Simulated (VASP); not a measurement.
# SnS2 (Berndtite-2T) (P-3m1) in VASP: notebook, part 3 of 3

VASP 6.6.1. The steps go on from the part before.

**5. Relaxation of cell and atoms, optB86b-vdW**

This run uses another cell than the first one, of 23.10 Å³/atom, 1.030 times its volume.

INCAR

```
PREC = Accurate
ENCUT = 600
EDIFF = 1E-7
ISMEAR = 0
SIGMA = 0.03
LREAL = False
LASPH = True
NELM = 80
ALGO = Normal
ISIF = 3
LWAVE = False
LCHARG = False
GGA = MK
LUSE_VDW = True
AGGAC = 0.0
PARAM1 = 0.1234
PARAM2 = 1.0
IBRION = 2
NSW = 90
EDIFFG = -0.005
```

KPOINTS

```
Automatic mesh
0
Gamma
  9 9 5
```

POSCAR

```
SnS2                                    
1.0
    3.6819098611     -0.0000000000     -0.0000000000
   -1.8409549305      3.1886274741     -0.0000000000
   -0.0000000000     -0.0000000000      5.9038217991
  Sn              S             
     1     2
Direct
     0.0000000000000000    0.0000000000000000    0.0000000000000000
     0.3333333332999970    0.6666666667000030    0.2512801760816475
     0.6666666667000030    0.3333333332999970    0.7487198239183526
```

Potentials or basis: VASP PAW PBE potentials, release 64 (Sn_d, S).

Command:

```
cat potpaw_PBE.64/Sn_d/POTCAR potpaw_PBE.64/S/POTCAR > POTCAR
mpirun -np 1 vasp_std > vasp.out
```

OUTCAR:

```text
PREC = Accurate
   ENCUT = 600
   EDIFF = 1E-7
   ISMEAR = 0
   LREAL = False
   LASPH = True
   NELM = 80
   ISIF = 3
   GGA = MK
   IBRION = 2
   NSW = 90
   EDIFFG = -0.005

 ion  position               nearest neighbor table
   1  0.000  0.000  0.000-   2 2.59   3 2.59   2 2.59   3 2.59   3 2.59   2 2.59
   2  0.333  0.667  0.251-   1 2.59   1 2.59   1 2.59
   3  0.667  0.333  0.749-   1 2.59   1 2.59   1 2.59

  LATTYP: Found a hexagonal cell.
 ALAT       =     3.6819098611
 C/A-ratio  =     1.6034672281

  Lattice vectors:

 A1 = (   3.6819098611,   0.0000000000,   0.0000000000)
 A2 = (  -1.8409549305,   3.1886274741,   0.0000000000)
 A3 = (   0.0000000000,   0.0000000000,   5.9038217991)

Analysis of symmetry for initial positions (statically):
=====================================================================
 Subroutine PRICEL returns:
 Original cell was already a primitive cell.

 Routine SETGRP: Setting up the symmetry group for a
 hexagonal supercell.

 Subroutine GETGRP returns: Found 12 space group operations
 (whereof 12 operations were pure point group operations)
 out of a pool of 24 trial point group operations.

The static configuration has the point symmetry D_3d.

Analysis of symmetry for dynamics (positions and initial velocities):
=====================================================================
 Subroutine PRICEL returns:
 Original cell was already a primitive cell.

 Routine SETGRP: Setting up the symmetry group for a
 hexagonal supercell.

 Subroutine GETGRP returns: Found 12 space group operations
 (whereof 12 operations were pure point group operations)
 out of a pool of 24 trial point group operations.

The dynamic configuration has the point symmetry D_3d.

 Subroutine INISYM returns: Found 12 space group operations
 (whereof 12 operations are pure point group operations),
 and found     1 'primitive' translations

[... 123 lines left out ...]
   AEXX    =    0.0000 exact exchange contribution
   IVDW_NL    =     1    kernel type
   BPARAM     = 6.3000
   IVDW    =     0    specifies the selected vdW correction
   LEPSILON=     F    determine dielectric tensor
   LRPA    =     F    only Hartree local field effects (RPA)
 conjugate gradient relaxation of ions
 non-spin polarized calculation
 Gauss-broadening in eV      SIGMA  =   0.03
  energy-cutoff  :      600.00
  volume of cell :       69.31
 maximum number of plane-waves:      2334
 NGX is ok and might be reduce to    30
   NGX = 15   NGY = 15   NGZ = 23

--------------------------------------- Ionic step        1  -------------------------------------------

 number of electron      25.9999996 magnetization

 Free energy of the ion-electron system (eV)
  ---------------------------------------------------
  ext. energy  EPLUGINS =         0.00000000
  ---------------------------------------------------
  free energy    TOTEN  =        -7.25642678 eV

  energy without entropy =       -7.25642678  energy(sigma->0) =       -7.25642678

------------------------ aborting loop because EDIFF is reached ----------------------------------------

  FORCE on cell =-STRESS in cart. coord.  units (eV):
  Direction    XX          YY          ZZ          XY          YZ          ZX
  --------------------------------------------------------------------------------------
  -------------------------------------------------------------------------------------
  Total       -0.0093167     -0.0093167     -0.0226745     -0.0000000      0.0000000     -0.0000000
  in kB       -0.2153595     -0.2153595     -0.5241283     -0.0000000      0.0000000     -0.0000000
  external PRESSURE =      -0.3182825 kB  Pullay stress =       0.0000000 kB
[... 182 lines left out ...]
--------------------------------------- Ionic step        6  -------------------------------------------

 number of electron      25.9999997 magnetization

 Free energy of the ion-electron system (eV)
  ---------------------------------------------------
  ext. energy  EPLUGINS =         0.00000000
  ---------------------------------------------------
  free energy    TOTEN  =        -7.25647329 eV

  energy without entropy =       -7.25647329  energy(sigma->0) =       -7.25647329

 E-fermi :   4.6183     XC(G=0):  -9.6379

 val. band max:        4.4566825405   @ k =   0.1111   0.0000   0.0000
 cond. band min:       5.7303875019   @ k =   0.0000   0.4444   0.4000
 fundamental gap:      1.2737049613
 Fermi energy:         4.6182787448

 k-point     1 :       0.0000    0.0000    0.0000
  band No.  band energies     occupation
      1     -16.4898      2.00000
      2     -16.4898      2.00000
      3     -16.4494      2.00000
      4     -16.4256      2.00000
      5     -16.4256      2.00000
      6      -9.1867      2.00000
[... 457 lines left out ...]
      4     -16.4261      2.00000
      5     -16.4084      2.00000
      6      -8.2482      2.00000
[... 9 lines left out ...]
     16      10.2262      0.00000
     17      11.3209      0.00000

 [... further k-points ...]

------------------------ aborting loop because EDIFF is reached ----------------------------------------

  FORCE on cell =-STRESS in cart. coord.  units (eV):
  Direction    XX          YY          ZZ          XY          YZ          ZX
  --------------------------------------------------------------------------------------
  -------------------------------------------------------------------------------------
  Total        0.0014360      0.0014360     -0.0124643      0.0000000     -0.0000000     -0.0000000
  in kB        0.0332663      0.0332663     -0.2887430      0.0000000     -0.0000000     -0.0000000
  external PRESSURE =      -0.0740701 kB  Pullay stress =       0.0000000 kB
[... 22 lines left out ...]
  energy  without entropy=       -7.2564732866  energy(sigma->0) =       -7.25647329

Total vdW correction in eV:      4.1465920

 reached required accuracy - stopping structural energy minimisation
```

OSZICAR:

```text
N       E                     dE             d eps       ncg     rms          rms(c)
DAV:   1     0.224510878407E+03    0.22451E+03   -0.13845E+04  1700   0.200E+03
DAV:   2     0.183553835005E+02   -0.20616E+03   -0.20232E+03  1814   0.450E+02
DAV:   3    -0.691381784597E+01   -0.25269E+02   -0.24835E+02  2228   0.134E+02
[... 47 lines left out ...]
DAV:   3    -0.725648121225E+01    0.43341E-04   -0.77047E-05  2093   0.128E-01    0.223E-02
DAV:   4    -0.725647279214E+01    0.84201E-05   -0.26347E-05  2546   0.648E-02    0.852E-03
DAV:   5    -0.725647310817E+01   -0.31603E-06   -0.34670E-06  2301   0.159E-02    0.362E-03
DAV:   6    -0.725647322944E+01   -0.12127E-06   -0.18635E-07  1627   0.466E-03    0.957E-04
DAV:   7    -0.725647328662E+01   -0.57180E-07   -0.48115E-08   961   0.350E-03
   6 F= -.72564733E+01 E0= -.72564733E+01  d E =-.376835E-04
```

CONTCAR:

```text
SnS2
   1.00000000000000
     3.6815984050776449   -0.0000000000000049   -0.0000000000000000
    -1.8407992024888313    3.1883577452724965    0.0000000000000000
     0.0000000000000001    0.0000000000000001    5.8920090971071009
  Sn              S
     1     2
Direct
     0.0000000000000000    0.0000000000000000    0.0000000000000000
     0.3333333332999970    0.6666666667000030    0.2518445969253150
     0.6666666667000030    0.3333333332999970    0.7481554030746851

  0.00000000E+00  0.00000000E+00  0.00000000E+00
  0.00000000E+00  0.00000000E+00  0.00000000E+00
  0.00000000E+00  0.00000000E+00  0.00000000E+00
```

Wall time 7 min (1 thread of AMD EPYC 7R13 (Zen 3), shared host); peak memory 0.46 GiB.

What came out:

| Item | Value |
| --- | --- |
| Free energy | -7.2565 eV |
| Relaxed volume | 23.05 Å³/atom |
| Relaxed cell | a = 3.682 Å, b = 3.682 Å, c = 5.892 Å, α = 90.00°, β = 90.00°, γ = 120.00° |
| Space group after relaxing (to 0.05 Å) | P-3m1 (No. 164) |
| Energy gained by relaxing | 0.0 meV/atom |
| Ionic steps | 6 |
| Pressure after relaxing | 0.0 GPa |
| Band gap on the k mesh | 1.27 eV, indirect (least direct gap 1.66 eV) |

Final structure:
```yaml
crystal:
  lattice:
    - [3.68160, 0.00000, 0.00000]
    - [-1.84080, 3.18836, 0.00000]
    - [0.00000, 0.00000, 5.89201]
  atoms:
    - { symbol: Sn, position: [0.00000, 0.00000, 0.00000] }
    - { symbol: S, position: [0.33333, 0.66667, 0.25184] }
    - { symbol: S, position: [0.66667, 0.33333, 0.74816] }
```

Levels at points of the mesh, in eV from the valence-band top:
```csv
k point,band 11,band 12,band 13,band 14,band 15,band 16
"(0.00, 0.00, 0.00)",-0.40,-0.40,0.00,1.66,3.57,5.30
```

Caveat: the PAW data sets were made with another functional, which shifts forces and pressure a little; spin-orbit coupling is left out, which moves the levels of the heavy elements; an odd mesh through Γ misses points on the zone boundary, where band edges often lie.

**6. Relaxation of cell and atoms, PBEsol**

INCAR

```
PREC = Accurate
ENCUT = 600
EDIFF = 1E-6
ISMEAR = 0
SIGMA = 0.03
LREAL = False
LASPH = True
NELM = 80
ALGO = Normal
ISIF = 3
LWAVE = False
LCHARG = False
GGA = PS
IBRION = 2
NSW = 90
EDIFFG = -0.01
```

KPOINTS

```
regular mesh
0
Gamma
  9 9 5
```

POSCAR

```
SnS2
1.0
    3.6390000000      0.0000000000      0.0000000000
   -1.8195000000      3.1514664444      0.0000000000
    0.0000000000      0.0000000000      5.8680000000
Sn S
1 2
Direct
    0.0000000000      0.0000000000      0.0000000000
    0.3333333333      0.6666666667      0.2500000000
    0.6666666667      0.3333333333      0.7500000000
```

Potentials or basis: VASP PAW PBE potentials, release 64 (Sn_d, S).

Command:

```
cat potpaw_PBE.64/Sn_d/POTCAR potpaw_PBE.64/S/POTCAR > POTCAR
mpirun -np 1 vasp_std > vasp.out
```

Wall time 6.2 min (1 thread of Intel Xeon Platinum 8488C (Sapphire Rapids), shared host); peak memory 0.25 GiB.

The run converged. Its results:

* Free energy: -14.2722 eV
* Relaxed volume: 23.31 Å³/atom
* Relaxed cell: a = 3.651 Å, b = 3.651 Å, c = 6.060 Å, α = 90.00°, β = 90.00°, γ = 120.00°
* Space group after relaxing (to 0.05 Å): P-3m1 (No. 164)
* Energy gained by relaxing: 1.9 meV/atom
* Ionic steps: 11
* Pressure after relaxing: 0.0 GPa
* Largest force after relaxing: 0.003 eV/Å
* Band gap on the k mesh: 1.46 eV, indirect (least direct gap 1.82 eV)

Forces in eV/Å, atoms in the order of the input:
```
Sn   0.000  0.000  0.000
S    0.000  0.000  0.003
S    0.000  0.000 -0.003
```

Step by step:
```tsv
step	energy change (eV)	largest force (eV/Å)	pressure (GPa)	volume (Å³)
1	0.0000	0.0990	1.13	67.30
2	-0.0005	0.1772	-0.92	68.85
3	-0.0031	0.0470	0.04	68.10
4	-0.0033	0.0414	0.03	68.18
5	-0.0038	0.0257	0.02	68.43
6	-0.0045	0.0059	0.00	68.92
7	-0.0042	0.0700	-0.03	69.92
8	-0.0047	0.0345	-0.04	69.34
9	-0.0048	0.0315	-0.03	69.40
10	-0.0053	0.0216	-0.02	69.58
11	-0.0057	0.0030	0.00	69.94
```

Final structure:
```
Sn S
1.0
     3.65075    0.00000    0.00000
    -1.82537    3.16164    0.00000
     0.00000    0.00000    6.05956
Sn S
1 2
Direct
  0.00000 0.00000 0.00000
  0.33333 0.66667 0.24320
  0.66667 0.33333 0.75680
```

Levels at points of the mesh, in eV from the valence-band top:
```csv
k point,band 9,band 10,band 11,band 12,band 13,band 14,band 15,band 16,band 17
"(0.00, 0.00, 0.00)",-0.52,-0.52,-0.21,-0.21,-0.05,1.98,3.66,5.45,5.45
```

Caveat: the PAW data sets were made with another functional, which shifts forces and pressure a little; spin-orbit coupling is left out, which moves the levels of the heavy elements; an odd mesh through Γ misses points on the zone boundary, where band edges often lie; this functional lacks dispersion, which binds the layers, so the pressure and a relaxed spacing across them are unreliable.

**7. Summary**

```csv
level,potentials or basis,gap on the mesh (eV),pressure (GPa),relaxed volume (Å³/atom)
LDA,"VASP PAW LDA potentials, release 64 (Sn_d, S)",1.13,0.0,-
optB86b-vdW,"VASP PAW PBE potentials, release 64 (Sn_d, S)",1.27,0.0,23.05
PBEsol,"VASP PAW PBE potentials, release 64 (Sn_d, S)",1.46,0.0,23.31
```

Alike in all rows: task relaxation of cell and atoms; no spin polarisation; cell relaxed; k mesh 9 × 9 × 5; cutoff (eV) 600; smearing gaussian 0.03 eV.

Caveats: spin-orbit coupling is left out, which moves the levels of the heavy elements; an odd mesh through Γ misses points on the zone boundary, where band edges often lie; the PAW data sets were made with another functional, which shifts forces and pressure a little (some runs); the relaxation stopped at its first step, so nothing moved (some runs); this functional lacks dispersion, which binds the layers, so the pressure and a relaxed spacing across them are unreliable (some runs).

Absolute energies hang on the potentials; compare differences alone.
